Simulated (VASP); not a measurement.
InAs, 2 atoms in the cell. The structure is cubic, space group Pm-3m (No. 221). Conventional cell: a = 3.548 Å, b = 3.548 Å, c = 3.548 Å, α = 90.00°, β = 90.00°, γ = 90.00°. Around In (site symmetry m-3m) lie 8 As at 3.07 Å. As (site symmetry m-3m) has 8 In at 3.07 Å as nearest neighbours. Measurements of this composition are mostly on another form, of space group No. 216. The cell isn't the ideal one: Sb replaced by As, lengths x 0.957, strained and moved within the space group.

* Program: VASP 6.6.1
* Task: single point
* Functional: PBE
* Potentials or basis: VASP PAW PBE potentials, release 64 (In_d, As)
* Cutoff: 520 eV
* k mesh: 6 × 6 × 6
* Occupations: gaussian, width 0.1 eV
* Spin: no spin polarisation
* Dipole correction: no
* Further INCAR settings: ALGO = Fast; EDIFF = 1e-06; NBANDS = 16

Potentials or basis: VASP PAW PBE potentials, release 64 (In_d, As).

The run is started by

```bash
$ cat potpaw_PBE.64/In_d/POTCAR potpaw_PBE.64/As/POTCAR > POTCAR
$ mpirun -np 1 vasp_std > vasp.out
```

Hardware: 1 thread of AMD EPYC 9R45 96-Core Processor (Zen 5) (shared host).

Question: Estimate the wall time of this run.

Answer: It took 9.7 s on 1 thread of AMD EPYC 9R45 96-Core Processor (Zen 5), with other jobs on the host, peak memory 0.13 GiB. Counts: scf iterations 14, k points 20.
